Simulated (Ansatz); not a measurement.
# Pb (Fm-3m) in Ansatz: notebook

The runs below take Pb through single point, equation of state, with SVWN5.

Program: Ansatz 0.2.0. These are calculated values, not measurements. Logs are shortened: lines on timing, memory, paths and dates and some standing lists are left out, and cuts for length are marked.

### Step 1. The crystal as given

It takes space group Fm-3m (No. 225, cubic). The conventional cell has a = 4.950 Å, b = 4.950 Å, c = 4.950 Å, α = 90.00°, β = 90.00°, γ = 90.00°. Pb (site symmetry m-3m) is surrounded by 12 Pb at 3.50 Å.

### Step 2. Single point, SVWN5, 28.50 Å³/atom (volume scaled by 0.94)

The input, input.yaml:

```yaml
crystal:
  lattice:
    - [0.0, 2.4244952108, 2.4244952108]
    - [2.4244952108, 0.0, 2.4244952108]
    - [2.4244952108, 2.4244952108, 0.0]
  atoms:
    - { symbol: Pb, position: [0.0, 0.0, 0.0] }
hamiltonian:
  xc: { exchange: slater, correlation: vwn5 }
  pseudopotentials: { kind: paw }
kpoints:
  mp_grid: { grid: [9, 9, 9] }
scf:
  occupations: { method: fermi_dirac, width: 0.05 }
output:
  forces: true
  stress: true
  eigenvalues: true
  write_density: true
  write_potential: true
  elf: true
  volumetric_format: npy
```

Potentials or basis: Ansatz PAW.

Command:

```sh
> ansatz run input.yaml --threads 2 --pin off --max-ram 5120MiB --backend cpu --events-out ev --progress --plain --runs-dir out
```

The program printed:

```text
Warning: RAYON_NUM_THREADS=2 ignored (pool sized by the plan → 2); use --threads N
Engine: ansatz 0.2.0, aarch64-unknown-linux-gnu
Pseudopotentials: kind: paw
Pseudopotential: Pb, paw, valence charge 14, recommended cutoff 420 eV (normal), Pb.paw.azcp
Functional definition: unnamed
  exchange = slater_x
  correlation = vwn5_c
Crystal: 1 atoms, lattice volume = 28.503 Å³
Basis set: ecut = 420 eV, 537 PW (Γ)
Bands: 11, of which v1, the nominal top of the filled ones, is band 7 counted from 1 (6 counted from 0)
Symmetry: 48 space group operations
Space group: Fm-3m (ITA 225), of the structure as read, at distance tolerance 3.1e-5 Å
k-points: 35 of 729
Non-local potential: Pb, projectors of the file, l = 0: 2, l = 1: 2, l = 2: 2, l = 3: 2
PAW form: soft (Blöchl's): semilocal exchange-correlation on the pseudo side does not see the compensation charge
PAW frozen core: Pb, regenerated for the run's functional, and the local potential with it (the file was generated under x = pbe(κ = 0.804, μ = 0.2195149727645171), c = pbe(β = 0.06672455060314922))
PAW one-centre angular grid: Pb, 590 points (default); XC on 64 Gauss nodes
Initial density: superposition of atomic densities (neutral atoms: chi_scale 0, normalization atom), corrected by the library's trained network
Initial wavefunctions: pseudopotential atomic-orbital guess
Functional: x = slater, c = vwn5
SCF iter   1: F=—  HF=-11603.307520 eV  |F-HF|=—  |Δ(HF+E_count)|=         —  Δρ=5.14e-3  dr2=3.98e-3  ethr=1.77e-3  ⟨swp⟩=5.9  Hψ=2595  notcnv=0
preconditioner: auto → none  [insulator: Δε(μ)=0.261 eV  Ē_g=20.165 eV  σ=0.050 eV  W_gap=0.50  n_scr=8 (ndim 8)  ℏωp=26.0 eV  f_vac=0.000  D(μ)=0.39/eV (n_scr^D=0)  ε∞_Penn≈2.7]
SCF iter   2: F=—  HF=-11603.305883 eV  |F-HF|=—  |Δ(HF+E_count)|=   1.64e-3  Δρ=1.75e-3  dr2=4.37e-4  ethr=2.84e-5  ⟨swp⟩=2.4  Hψ=833  notcnv=0  defer=4
SCF iter   3: F=—  HF=-11603.305819 eV  |F-HF|=—  |Δ(HF+E_count)|=   6.38e-5  Δρ=2.04e-4  dr2=8.40e-6  ethr=3.12e-6  ⟨swp⟩=2.0  Hψ=587  notcnv=0  defer=4
SCF iter   4: F=—  HF=-11603.305823 eV  |F-HF|=—  |Δ(HF+E_count)|=   3.65e-6  Δρ=4.52e-5  dr2=5.93e-7  ethr=6.00e-8  ⟨swp⟩=2.7  Hψ=624  notcnv=0  defer=4
iter 5 did not close the SCF: its close was put off for the readings that it lacked (scf_convergence_deferred on its scf_iter line)
SCF iter   5: F=-11603.305823 eV  HF=-11603.305823 eV  |F-HF|=1.22e-8  |Δ(HF+E_count)|=   2.82e-7  Δρ=6.37e-6  dr2=1.14e-8  ethr=4.24e-9  ⟨swp⟩=2.0  Hψ=617  notcnv=0  defer=4
SCF iter   6: F=-11603.305823 eV  HF=-11603.305823 eV  |F-HF|=2.36e-11  |Δ(HF+E_count)|=   5.77e-9  Δρ=3.23e-7  dr2=2.95e-11  ethr=8.16e-11  ⟨swp⟩=6.4  Hψ=2382  notcnv=0
SCF 1 converged in 6 iterations: F = -11603.305823 eV  dr2 = 2.95e-11
SCF converged after 6 iterations
Free energy (F): -11603.305823 eV
Harris-Foulkes:  -11603.305823 eV  (|F-HF|=2.36e-11)
Internal energy: -11603.302659 eV  (E = F + TS)
E sigma→0 (E₀):  -11603.304241 eV
Entropy (-TS):   -0.003163 eV (-3.163 meV/atom)
Fermi energy:    11.357692 eV
--- Per-component energies (eV) ---
  E_band       = -28.699797
  E_kinetic    = 290.604964
  E_local      = -978.016656  (includes V_loc(G=0)·N_el)
  E_nonlocal   = 353.672711
  E_hartree    = 388.067615
  E_xc         = -219.933033
  E_vxc        = -134.479956  (∫ρ·V_xc dr)
  E_paw        = -10103.323269  (= ΣΔE_a)
  E_vpaw       = -336.616344  (= ΣTr[D̂ρ^β])
  E_aug_tail   = 0.000044  (compensation charges beyond the density's cutoff)
  E_ewald      = -1334.297968
  E_core_change = -0.077066  (= ΣΔE_core)
  E_smearing   = -0.003163  (= −TS)
  E_closure    = 0.000000  (closes the sum)
  Σ components = -11603.305823   (vs F -11603.305823, Δ=0.00e0)
--- Forces (eV/Å), atoms counted from 1 ---
  atom   1  Pb    -0.00000000    -0.00000000    -0.00000000
  max |Σ_I F_I| component: 1.25e-30 eV/Å
--- Stress (GPa, compression-positive) ---
        0.919799       0.000000      -0.000000
       -0.000000       0.919799      -0.000000
       -0.000000      -0.000000       0.919799
  P = ⅓ Tr σ = 0.9198 GPa (9.198 kbar)
--- Band table (eV; the first three rows and the last of 35) ---
  k-point 0: bands = ["-5.4947", "-5.4947", "-5.4947", "-5.3221", "-5.3221", "-0.6907", "19.3667", "19.3667", "19.3667", "21.4101", "23.7348"]
  k-point 1: bands = ["-5.4963", "-5.4748", "-5.4748", "-5.3225", "-5.3225", "-0.4377", "16.8972", "19.0712", "19.0712", "21.1156", "24.5230"]
  k-point 2: bands = ["-5.5056", "-5.4509", "-5.4509", "-5.2959", "-5.2959", "0.3237", "13.2484", "18.4340", "18.4340", "20.8705", "23.7426"]
  k-point 34: bands = ["-5.4900", "-5.4730", "-5.3744", "-5.2603", "-5.1330", "4.7034", "9.5916", "10.5755", "12.3199", "22.2792", "23.2836"]
```

Run time: 0.7 s. Hardware: 2 threads of Arm Neoverse V1, shared host; peak memory 0.26 GiB.

What came out:

- Free energy: -11603.3058 eV
- Pressure: 0.9 GPa
- Band gap on the k mesh: none (metal or under the smearing width)

Caveat: the PAW data sets come from PBE, with cores solved anew for the run's functional, which leaves a small shift of forces and pressure.

### Step 3. Single point, SVWN5, 29.11 Å³/atom (volume scaled by 0.96)

The input, input.yaml:

```yaml
crystal:
  lattice:
    - [0.0, 2.4415696833, 2.4415696833]
    - [2.4415696833, 0.0, 2.4415696833]
    - [2.4415696833, 2.4415696833, 0.0]
  atoms:
    - { symbol: Pb, position: [0.0, 0.0, 0.0] }
hamiltonian:
  xc: { exchange: slater, correlation: vwn5 }
  pseudopotentials: { kind: paw }
kpoints:
  mp_grid: { grid: [9, 9, 9] }
scf:
  occupations: { method: fermi_dirac, width: 0.05 }
output:
  forces: true
  stress: true
  eigenvalues: true
```

Potentials or basis: Ansatz PAW.

Command:

```sh
> ansatz run input.yaml --threads 2 --pin off --max-ram 5120MiB --backend cpu --events-out ev --progress --plain --runs-dir out
```

Wall time 0.56 s (2 threads of Arm Neoverse V1, shared host); peak memory 0.26 GiB.

Results (log left out):

```yaml
Free_energy: -11603.3070 eV
Pressure: -0.3 GPa
Band_gap_on_the_k_mesh: none (metal or under the smearing width)
```

Caveat: the PAW data sets come from PBE, with cores solved anew for the run's functional, which leaves a small shift of forces and pressure.

### Step 4. Single point, SVWN5, 29.72 Å³/atom (volume scaled by 0.98)

input.yaml, as its differences from that of step 3:

```diff
@@ -2,5 +2,5 @@
   lattice:
-    - [0.0, 2.4415696833, 2.4415696833]
-    - [2.4415696833, 0.0, 2.4415696833]
-    - [2.4415696833, 2.4415696833, 0.0]
+    - [0.0, 2.458408627, 2.458408627]
+    - [2.458408627, 0.0, 2.458408627]
+    - [2.458408627, 2.458408627, 0.0]
   atoms:
@@ -18 +18,5 @@
   eigenvalues: true
+  write_density: true
+  write_potential: true
+  elf: true
+  volumetric_format: npy
```

Command:

```sh
> ansatz run input.yaml --threads 2 --pin off --max-ram 5120MiB --backend cpu --events-out ev --progress --plain --runs-dir out
```

Wall time 0.71 s (2 threads of Arm Neoverse V1, shared host); peak memory 0.26 GiB.

The run converged. Its results:

| Quantity | Value |
| --- | --- |
| Free energy | -11603.3040 eV |
| Pressure | -1.3 GPa |
| Band gap on the k mesh | none (metal or under the smearing width) |

Caveat: the PAW data sets come from PBE, with cores solved anew for the run's functional, which leaves a small shift of forces and pressure.

### Step 5. Single point, SVWN5, 30.32 Å³/atom

The input, input.yaml:

```yaml
crystal:
  lattice:
    - [0.0, 2.47502, 2.47502]
    - [2.47502, 0.0, 2.47502]
    - [2.47502, 2.47502, 0.0]
  atoms:
    - { symbol: Pb, position: [0.0, 0.0, 0.0] }
hamiltonian:
  xc: { exchange: slater, correlation: vwn5 }
  pseudopotentials: { kind: paw }
kpoints:
  mp_grid: { grid: [9, 9, 9] }
scf:
  occupations: { method: fermi_dirac, width: 0.05 }
output:
  forces: true
  stress: true
  eigenvalues: true
```

Command:

```sh
> ansatz run input.yaml --threads 2 --pin off --max-ram 5120MiB --backend cpu --events-out ev --progress --plain --runs-dir out
```

It took 0.56 s on 2 threads of Arm Neoverse V1, shared host; peak memory 0.26 GiB.

It converged, with:

* Free energy: -11603.2973 eV
* Pressure: -2.2 GPa
* Band gap on the k mesh: none (metal or under the smearing width)

Caveat: the PAW data sets come from PBE, with cores solved anew for the run's functional, which leaves a small shift of forces and pressure.

### Step 6. Single point, SVWN5, 30.93 Å³/atom (volume scaled by 1.02)

input.yaml, as its differences from that of step 5:

```diff
@@ -2,5 +2,5 @@
   lattice:
-    - [0.0, 2.47502, 2.47502]
-    - [2.47502, 0.0, 2.47502]
-    - [2.47502, 2.47502, 0.0]
+    - [0.0, 2.4914113386, 2.4914113386]
+    - [2.4914113386, 0.0, 2.4914113386]
+    - [2.4914113386, 2.4914113386, 0.0]
   atoms:
```

Potentials or basis: Ansatz PAW.

Command:

```sh
> ansatz run input.yaml --threads 2 --pin off --max-ram 5120MiB --backend cpu --events-out ev --progress --plain --runs-dir out
```

It took 0.57 s on 2 threads of Arm Neoverse V1, shared host; peak memory 0.26 GiB.

It converged, with:

```
Free energy            : -11603.2874 eV
Pressure               : -3.0 GPa
Band gap on the k mesh : none (metal or under the smearing width)
```

Caveat: the PAW data sets come from PBE, with cores solved anew for the run's functional, which leaves a small shift of forces and pressure.

### Step 7. Single point, SVWN5, 31.54 Å³/atom (volume scaled by 1.04)

input.yaml, as its differences from that of step 6:

```diff
@@ -2,5 +2,5 @@
   lattice:
-    - [0.0, 2.4914113386, 2.4914113386]
-    - [2.4914113386, 0.0, 2.4914113386]
-    - [2.4914113386, 2.4914113386, 0.0]
+    - [0.0, 2.5075897876, 2.5075897876]
+    - [2.5075897876, 0.0, 2.5075897876]
+    - [2.5075897876, 2.5075897876, 0.0]
   atoms:
@@ -18 +18,5 @@
   eigenvalues: true
+  write_density: true
+  write_potential: true
+  elf: true
+  volumetric_format: npy
```

Command:

```sh
> ansatz run input.yaml --threads 2 --pin off --max-ram 5120MiB --backend cpu --events-out ev --progress --plain --runs-dir out
```

It took 0.73 s on 2 threads of Arm Neoverse V1, shared host; peak memory 0.26 GiB.

Results (log left out):

```
Free energy            : -11603.2747 eV
Pressure               : -3.7 GPa
Band gap on the k mesh : none (metal or under the smearing width)
```

Caveat: the PAW data sets come from PBE, with cores solved anew for the run's functional, which leaves a small shift of forces and pressure.

### Step 8. Single point, SVWN5, 32.14 Å³/atom (volume scaled by 1.06)

input.yaml, as its differences from that of step 7:

```diff
@@ -2,5 +2,5 @@
   lattice:
-    - [0.0, 2.5075897876, 2.5075897876]
-    - [2.5075897876, 0.0, 2.5075897876]
-    - [2.5075897876, 2.5075897876, 0.0]
+    - [0.0, 2.5235621278, 2.5235621278]
+    - [2.5235621278, 0.0, 2.5235621278]
+    - [2.5235621278, 2.5235621278, 0.0]
   atoms:
```

Command:

```sh
> ansatz run input.yaml --threads 2 --pin off --max-ram 5120MiB --backend cpu --events-out ev --progress --plain --runs-dir out
```

It took 0.74 s on 2 threads of Arm Neoverse V1, shared host; peak memory 0.26 GiB.

The run converged. Its results:

* Free energy: -11603.2596 eV
* Pressure: -4.3 GPa
* Band gap on the k mesh: none (metal or under the smearing width)

Caveat: the PAW data sets come from PBE, with cores solved anew for the run's functional, which leaves a small shift of forces and pressure.

### Step 9. Equation of state, SVWN5

Potentials or basis: Ansatz PAW.

No new run: the results of the series are fitted here.

What came out:

- Equilibrium volume: 28.97 Å³/atom
- Bulk modulus: 55 GPa
- Pressure derivative of the bulk modulus: 5.4

Energy against volume, from the lowest point:
```
volume (Å³/atom)  energy (meV/atom)
          28.503               1.20
          29.110               0.00
          29.716               3.00
          30.323               9.68
          30.929              19.58
          31.535              32.27
          32.142              47.44
```

Spin-orbit coupling is left out, which matters for the levels of Pb.

### Step 10. Comparison with measurements

Step 9. The cell as given is a measured one (30.32 Å³/atom); SVWN5 puts the equilibrium volume -4.5 % from it, thermal expansion not counted.
